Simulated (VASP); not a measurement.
# Ca in VASP: a series of runs, part 3 of 3

VASP 6.6.1. Earlier steps stand in the parts before.

### Step 5. Single point, PBE (clean slab, lower half held)

Input file INCAR:

```
ALGO = Fast ; DIPOL = 0.5 0.5 0.495
EDIFF = 1E-6 ; ENCUT = 520
GGA = PE ; IDIPOL = 3
ISIF = 2 ; ISMEAR = 0
LASPH = True ; LCHARG = False
LDIPOL = True ; LREAL = False
LWAVE = False ; NBANDS = 17
NELM = 100 ; PREC = Accurate
SIGMA = 0.1
```

Input file KPOINTS:

```
k-points
0
Gamma
  7 7 1
```

Input file POSCAR:

```
Ca
1.0
    3.9066179666      0.0000000000      0.0000000000
    0.0000000000      3.9066179666      0.0000000000
    0.0000000000      0.0000000000     16.7623960557
Ca
2
Direct
    0.5000000000      0.5000000000      0.4176013964
    0.0000000000      0.0000000000      0.5732708693
```

Potentials or basis: VASP PAW PBE potentials, release 64 (Ca_sv).

Command:

```sh
cat potpaw_PBE.64/Ca_sv/POTCAR > POTCAR
mpirun -np 1 vasp_std > vasp.out
```

OUTCAR:

```text
EDIFF = 1E-6
   ENCUT = 520
   GGA = PE
   ISIF = 2
   ISMEAR = 0
   LASPH = True
   LREAL = False
   NELM = 100
   PREC = Accurate

 ion  position               nearest neighbor table
   1  0.500  0.500  0.418-
   2  0.000  0.000  0.573-

  LATTYP: Found a simple tetragonal cell.
 ALAT       =     3.9066179666
 C/A-ratio  =     4.2907692022

  Lattice vectors:

 A1 = (   3.9066179666,   0.0000000000,   0.0000000000)
 A2 = (   0.0000000000,   3.9066179666,   0.0000000000)
 A3 = (   0.0000000000,   0.0000000000,  16.7623960557)

Analysis of symmetry for initial positions (statically):
=====================================================================
 Subroutine PRICEL returns:
 Original cell was already a primitive cell.

 Routine SETGRP: Setting up the symmetry group for a
 simple tetragonal supercell.

 Subroutine GETGRP returns: Found 16 space group operations
 (whereof  8 operations were pure point group operations)
 out of a pool of 16 trial point group operations.

The static configuration has the point symmetry C_4v.
 The point group associated with its full space group is D_4h.

Analysis of symmetry for dynamics (positions and initial velocities):
=====================================================================
 Subroutine PRICEL returns:
 Original cell was already a primitive cell.

 Routine SETGRP: Setting up the symmetry group for a
 simple tetragonal supercell.

 Subroutine GETGRP returns: Found 16 space group operations
 (whereof  8 operations were pure point group operations)
 out of a pool of 16 trial point group operations.

The dynamic configuration has the point symmetry C_4v.
 The point group associated with its full space group is D_4h.

 Subroutine INISYM returns: Found 16 space group operations
 (whereof  8 operations are pure point group operations),
 and found     1 'primitive' translations

----------------------------------------------------------------------------------------

                                     Primitive cell

  volume of cell :     255.8221

  direct lattice vectors                    reciprocal lattice vectors
     3.906617967  0.000000000  0.000000000     0.255975887  0.000000000  0.000000000
     0.000000000  3.906617967  0.000000000     0.000000000  0.255975887  0.000000000
     0.000000000  0.000000000 16.762396056     0.000000000  0.000000000  0.059657342

  length of vectors
     3.906617967  3.906617967 16.762396056     0.255975887  0.255975887  0.059657342

  position of ions in fractional coordinates (direct lattice)
     0.500000000  0.500000000  0.417601396
     0.000000000  0.000000000  0.573270869

  ion indices of the primitive-cell ions
   primitive index   ion index
                 1           1
                 2           2

----------------------------------------------------------------------------------------

 KPOINTS: k-points

Automatic generation of k-mesh.
 Grid dimensions read from file:
 generate k-points for:    7    7    1

[... 22 lines left out ...]
  0.285714  0.000000  0.000000      4.000000
  0.428571  0.000000  0.000000      4.000000
  0.142857  0.142857  0.000000      4.000000
  0.285714  0.142857  0.000000      8.000000
  0.428571  0.142857  0.000000      8.000000
  0.285714  0.285714  0.000000      4.000000
  0.428571  0.285714  0.000000      8.000000
  0.428571  0.428571  0.000000      4.000000
   k-points           NKPTS =     10   k-points in BZ     NKDIM =     10   number of bands    NBANDS=     17
   number of dos      NEDOS =    301   number of ions     NIONS =      2
   total plane-waves  NPLWV = 113400
   dimension x,y,z NGX =    30 NGY =   30 NGZ =  126
   dimension x,y,z NGXF=    60 NGYF=   60 NGZF=  252
   ions per type =               2
   NGX,Y,Z   is equivalent  to a cutoff of  12.77, 12.77, 12.50 a.u.
   NGXF,Y,Z  is equivalent  to a cutoff of  25.53, 25.53, 24.99 a.u.
 SYSTEM =  unknown system
   PREC   = accura    normal or accurate (medium, high low for compatibility)
   ISTART =      0    job   : 0-new  1-cont  2-samecut
   ICHARG =      2    charge: 1-file 2-atom 10-const
   ISPIN  =      1    spin polarized calculation?
   LNONCOLLINEAR =      F non collinear calculations
   LSORBIT =      F    spin-orbit coupling
   LASPH  =      T    aspherical Exc in radial PAW
   ENCUT  =  520.0 eV  38.22 Ry    6.18 a.u.   7.26  7.26 31.17*2*pi/ulx,y,z
   NELM   =    100;   NELMIN=  2; NELMDL= -5     # of ELM steps
   EDIFF  = 0.1E-05   stopping-criterion for ELM
   LREAL  =      F    real-space projection
   EDIFFG = 0.1E-04   stopping-criterion for IOM
   NSW    =      0    number of steps for IOM
   IBRION =     -1    ionic relax: 0-MD 1-quasi-New 2-CG
   NFREE  =      0    steps in history (QN), initial steepest desc. (CG)
   ISIF   =      2    stress and relaxation
   ISYM   =      2    0-nonsym 1-usesym 2-fastsym
   POTIM  = 0.5000    time-step for ionic-motion
   TEBEG  =    0.0;   TEEND  =   0.0 temperature during run
   PSTRESS=    0.0 pullay stress
   NELECT =      20.0000    total number of electrons
   NUPDOWN=      -1.0000    fix difference up-down
   EMIN   =  10.00;   EMAX   =-10.00  energy-range for DOS
   EFERMI =   0.00;   METHOD = LEGACY
   ISMEAR =     0;   SIGMA  =   0.10  broadening in eV -4-tet -1-fermi 0-gaus
   EFERMI_NEDOS =   21; number of points for ismear=-14 and -15
   IALGO  =     68    algorithm
   IMIX   =      4    mixing-type and parameters
     AMIX     =   0.40;   BMIX     =  1.00
     AMIX_MAG =   1.60;   BMIX_MAG =  1.00
  volume/ion in A,a.u.               =     127.91       863.19
  Fermi-wavevector in a.u.,A,eV,Ry     =   0.700012  1.322831  6.667084  0.490017
  Thomas-Fermi vector in A             =   1.784048
   LORBIT       =      0    0 simple, 1 ext, 2 COOP (PROOUT), +10 PAW based schemes
   GGA     = PE    functional components
   LHFCALC =     F    Hartree Fock is set to
   AEXX    =    0.0000 exact exchange contribution
   IVDW    =     0    specifies the selected vdW correction
   LEPSILON=     F    determine dielectric tensor
   LRPA    =     F    only Hartree local field effects (RPA)
 non-spin polarized calculation
 RMM-DIIS sequential band-by-band and
 Gauss-broadening in eV      SIGMA  =   0.10
  energy-cutoff  :      520.00
  volume of cell :      255.82
 maximum number of plane-waves:      6914
 NGX is ok and might be reduce to    30
   NGX = 15   NGY = 15   NGZ = 63

 dipolmoment           0.000000      0.000000      0.000001 electrons x Angstroem

 number of electron      20.0000006 magnetization

 dipolmoment           0.000000      0.000000     -0.000002 electrons x Angstroem

 Free energy of the ion-electron system (eV)
  ---------------------------------------------------
  ext. energy  EPLUGINS =         0.00000000
  ---------------------------------------------------
  free energy    TOTEN  =        -2.99949221 eV

  energy without entropy =       -2.98215352  energy(sigma->0) =       -2.99082286

 E-fermi :  -0.9683     XC(G=0):  -3.5116

 val. band max:       -0.9815442312   @ k =   0.4286   0.4286   0.0000
 cond. band min:      -0.9533204101   @ k =   0.4286   0.0000   0.0000
 fundamental gap:      0.0282238211
 Fermi energy:        -0.9683028397

 k-point     1 :       0.0000    0.0000    0.0000
  band No.  band energies     occupation
      1     -43.4061      2.00000
      2     -43.3935      2.00000
      3     -24.4757      2.00000
      4     -24.3987      2.00000
      5     -24.3352      2.00000
      6     -24.3352      2.00000
[... 177 lines left out ...]
      4     -24.4238      2.00000
      5     -24.4048      2.00000
      6     -24.3988      2.00000
[... 9 lines left out ...]
     16       1.0262      0.00000
     17       1.7272      0.00000

------------------------ aborting loop because EDIFF is reached ----------------------------------------

 vacuum level on the upper side and lower side of the slab       (xc-potential included)        -0.160        -0.135

  FORCE on cell =-STRESS in cart. coord.  units (eV):
  Direction    XX          YY          ZZ          XY          YZ          ZX
  --------------------------------------------------------------------------------------
  -------------------------------------------------------------------------------------
  Total       -0.4465433     -0.4465433     -0.0629648      0.0000000      0.0000000      0.0000000
  in kB       -2.7966375     -2.7966375     -0.3943399      0.0000000      0.0000000      0.0000000
  external PRESSURE =      -1.9958716 kB  Pullay stress =       0.0000000 kB

 VOLUME and BASIS-vectors are now :
 -----------------------------------------------------------------------------
  energy-cutoff  :      520.00
  volume of cell :      255.82
      direct lattice vectors                 reciprocal lattice vectors
     3.906617967  0.000000000  0.000000000     0.255975887  0.000000000  0.000000000
     0.000000000  3.906617967  0.000000000     0.000000000  0.255975887  0.000000000
     0.000000000  0.000000000 16.762396056     0.000000000  0.000000000  0.059657342

 POSITION                                       TOTAL-FORCE (eV/Angst)
 -----------------------------------------------------------------------------------
      1.95331      1.95331      7.00000         0.000000      0.000000      0.019338
      0.00000      0.00000      9.60939         0.000000     -0.000000     -0.019338
 -----------------------------------------------------------------------------------
    total drift:                                0.000000     -0.000000     -0.000016

  FREE ENERGIE OF THE ION-ELECTRON SYSTEM (eV)
  ---------------------------------------------------
  free  energy   TOTEN  =        -2.9994922085 eV

  energy  without entropy=       -2.9821535201  energy(sigma->0) =       -2.99082286

 vacuum level on the upper side and lower side of the slab         1.515         1.544
```

OSZICAR:

```text
N       E                     dE             d eps       ncg     rms          rms(c)
DAV:   1     0.127434863751E+03    0.12743E+03   -0.97056E+03   428   0.888E+02
DAV:   2     0.501313655762E+01   -0.12242E+03   -0.12181E+03   455   0.249E+02
DAV:   3    -0.321331293907E+01   -0.82264E+01   -0.82033E+01   628   0.426E+01
[... 17 lines left out ...]
RMM:  21    -0.299948588828E+01   -0.35857E-05   -0.31815E-05   486   0.204E-02    0.103E-03
RMM:  22    -0.299948838091E+01   -0.24926E-05   -0.23310E-05   464   0.165E-02    0.155E-03
RMM:  23    -0.299949001826E+01   -0.16373E-05   -0.15783E-05   444   0.135E-02    0.218E-03
RMM:  24    -0.299949132219E+01   -0.13039E-05   -0.12490E-05   431   0.112E-02    0.262E-03
RMM:  25    -0.299949220850E+01   -0.88630E-06   -0.87612E-06   405   0.928E-03
   1 F= -.29994922E+01 E0= -.29908229E+01  d E =-.173387E-01
```

Run time: 64 s. Hardware: 1 thread of Intel Xeon Platinum 8488C (Sapphire Rapids), shared host; peak memory 0.32 GiB.

Results:

* Free energy: -2.9995 eV
* Largest force: 0.019 eV/Å
* Band gap on the k mesh: 0.03 eV, indirect (least direct gap 0.48 eV)

Forces in eV/Å, atoms in the order of the input:
```
Ca   0.000  0.000  0.019
Ca   0.000  0.000 -0.019
```

Levels at points of the mesh, in eV from the valence-band top:
```csv
k point,band 6,band 7,band 8,band 9,band 10,band 11,band 12,band 13,band 14,band 15
"(0.00, 0.00, 0.00)",-23.35,-23.32,-23.32,-3.45,-1.72,0.31,0.64,0.70,1.65,2.34
```

### Step 6. The runs side by side

| cell | k mesh | gap on the mesh (eV) | largest force (eV/Å) |
| --- | --- | --- | --- |
| the clean substrate in the cell of the map | 4 × 4 × 1 | none | 0.01 |
| the clean substrate in the cell of the map | 6 × 6 × 1 | none | - |
| clean slab, lower half held | 9 × 9 × 1 | none | - |
| clean slab, lower half held | 7 × 7 × 1 | 0.03 | 0.02 |

Alike in all rows: task single point; level PBE; potentials or basis VASP PAW PBE potentials, release 64 (Ca_sv); no spin polarisation; cutoff (eV) 520; smearing gaussian 0.1 eV.

Total energies depend on the potentials used, so only differences within one code and one set of settings carry meaning.
